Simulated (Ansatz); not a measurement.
**Band table of BeTe (rocksalt type)**

```yaml
crystal:
  lattice:
    - [0.00000, 2.46073, 2.46073]
    - [2.46073, 0.00000, 2.46073]
    - [2.46073, 2.46073, 0.00000]
  atoms:
    - { symbol: Be, position: [0.00000, 0.00000, 0.00000] }
    - { symbol: Te, position: [0.50000, 0.50000, 0.50000] }
```

The cell comes from a relaxation on PAW files under the same functional, begun from a prototype that needn't be the stable phase.

Level of theory: DFT with PBEsol, scalar-relativistic, in Ansatz 0.2.0; a Γ-centred 15×15×15 k mesh, Fermi–Dirac smearing of 0.08 eV, no spin polarisation. LAPW: all electrons, basis error target 1 meV/atom.

This run: volume at 0.8 of the series' base cell.

Spin–orbit coupling is left out, which matters for the heavy atoms.

Path points, in fractions of the reciprocal vectors: Γ (0.000, 0.000, 0.000), X (0.500, 0.000, 0.500), U (0.625, 0.250, 0.625), K (0.375, 0.375, 0.750), L (0.500, 0.500, 0.500), W (0.500, 0.250, 0.750). The distance column jumps between branches of the path. Levels in eV from the Fermi level; bands 11 to 16, counted from the lowest band of the run. The gap is zero, the pressure 25.6 GPa.

```
# k(1/Å) point b11 b12 b13 b14 b15 b16
0.000 Γ -15.71 -0.37 -0.37 -0.37 5.90 6.79
0.160 - -15.63 -0.63 -0.63 -0.57 5.56 6.08
0.319 - -15.37 -1.26 -1.26 -1.11 3.75 5.05
0.479 - -14.94 -2.02 -2.02 -1.99 2.00 4.12
0.638 - -14.35 -3.24 -2.74 -2.74 0.72 3.36
0.798 - -13.61 -4.76 -3.34 -3.34 -0.07 2.76
0.958 - -12.75 -6.29 -3.80 -3.80 -0.54 2.33
1.117 - -11.89 -7.60 -4.07 -4.07 -0.78 2.07
1.277 X -11.44 -8.20 -4.17 -4.17 -0.86 1.99
1.333 - -11.44 -8.19 -4.26 -4.16 -0.80 2.05
1.390 - -11.44 -8.15 -4.49 -4.12 -0.64 2.24
1.446 - -11.43 -8.09 -4.82 -4.05 -0.44 2.56
1.502 - -11.43 -8.01 -5.19 -3.96 -0.23 3.00
1.559 - -11.44 -7.90 -5.58 -3.84 -0.04 3.54
1.615 - -11.45 -7.77 -5.94 -3.69 0.14 4.17
1.672 - -11.49 -7.62 -6.27 -3.52 0.30 4.87
1.728 U -11.55 -7.44 -6.54 -3.33 0.47 5.61
2.510 K -11.55 -7.44 -6.54 -3.33 0.47 5.61
2.679 - -11.95 -6.95 -6.78 -2.60 0.99 5.73
2.848 - -12.65 -6.72 -5.93 -1.67 1.61 4.31
3.018 - -13.46 -5.99 -4.92 -0.59 2.34 3.15
3.187 - -14.22 -4.92 -3.79 0.37 2.50 3.19
3.356 - -14.86 -3.62 -2.60 0.45 3.12 4.14
3.525 - -15.33 -2.22 -1.50 0.05 4.57 5.10
3.695 - -15.62 -0.95 -0.68 -0.26 5.81 6.15
3.864 Γ -15.71 -0.37 -0.37 -0.37 5.90 6.79
4.002 - -15.65 -0.86 -0.39 -0.39 5.85 6.55
4.140 - -15.46 -2.03 -0.44 -0.44 5.40 5.73
4.279 - -15.14 -3.46 -0.49 -0.49 4.77 4.77
4.417 - -14.71 -4.93 -0.52 -0.52 3.86 3.86
4.555 - -14.18 -6.32 -0.50 -0.50 3.06 3.06
4.693 - -13.61 -7.53 -0.44 -0.44 2.43 2.43
4.831 - -13.10 -8.43 -0.37 -0.37 2.00 2.00
4.970 L -12.87 -8.79 -0.33 -0.33 1.85 1.85
5.083 - -12.83 -8.75 -0.92 -0.61 2.01 2.10
5.195 - -12.71 -8.62 -2.02 -1.27 2.34 2.38
5.308 - -12.52 -8.42 -3.18 -2.06 2.61 2.71
5.421 - -12.27 -8.13 -4.27 -2.89 2.86 3.11
5.534 - -11.98 -7.78 -5.23 -3.69 3.13 3.53
5.647 - -11.69 -7.37 -6.01 -4.44 3.40 3.95
5.760 - -11.45 -6.95 -6.54 -5.05 3.62 4.30
5.872 W -11.36 -6.73 -6.73 -5.34 3.70 4.45
5.952 - -11.37 -7.06 -6.37 -5.31 3.10 5.10
6.032 - -11.38 -7.36 -5.98 -5.21 2.27 5.36
6.112 - -11.39 -7.61 -5.58 -5.06 1.49 4.48
6.192 - -11.40 -7.82 -5.17 -4.86 0.77 3.69
6.271 - -11.42 -7.99 -4.79 -4.64 0.13 3.00
6.351 - -11.43 -8.10 -4.47 -4.41 -0.38 2.46
6.431 - -11.44 -8.18 -4.25 -4.24 -0.73 2.11
6.511 X -11.44 -8.20 -4.17 -4.17 -0.86 1.99
```
